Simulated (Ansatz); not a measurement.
## Mn3Sn (P6_3/mmc): electronic heat capacity from the density of states

Method: DFT PBEsol, scalar-relativistic, plane waves, PAW (Ansatz 0.2.0).

Plane waves to 420 eV, a k mesh through Γ of 12×12×8 on the computed 8-atom cell and Gaussian smearing (0.10 eV); collinear spin from starting moments 1.76 1.76 1.76 1.76 1.76 1.76 0 0 μB.

Relaxed cell: P6_3/mmc, a = 5.366 Å, b = 5.366 Å, c = 4.247 Å, α = 90.00°, β = 90.00°, γ = 120.00°, 8 atoms in the primitive cell. Whether it is the stable form of this composition wasn't checked.

The density of states at the Fermi level is 4.954 states/eV in the cell of 8 atoms (2 formula units; both spins, tetrahedra on a 18×18×12 mesh). The run ends with a moment of 9.87 μB a cell (largest on a site 1.60 μB), and the figure is for this state; a paramagnetic sample can have a quite different one. Another magnetic order, if the compound takes it, can change N(E_F) and the shape of the cell a good deal.

Question: What Sommerfeld coefficient does this give?

Answer: Per formula unit N(E_F) = 2.477 states/eV. γ = (π²/3) k_B² N(E_F) N_A = 2.357 mJ/(mol K²) per state/eV, so γ = 5.8 mJ/(mol K²), a mole of formula units. This is the bare band result: a measured γ of the same phase and magnetic order is as a rule larger by a factor 1 + λ from phonons and spin fluctuations. N(E_F) at one energy is sensitive to the mesh where the density of states has sharp peaks.

The run saw a state lower than the one given here. Only parallel moments were tried here.

Only this magnetic start was tried.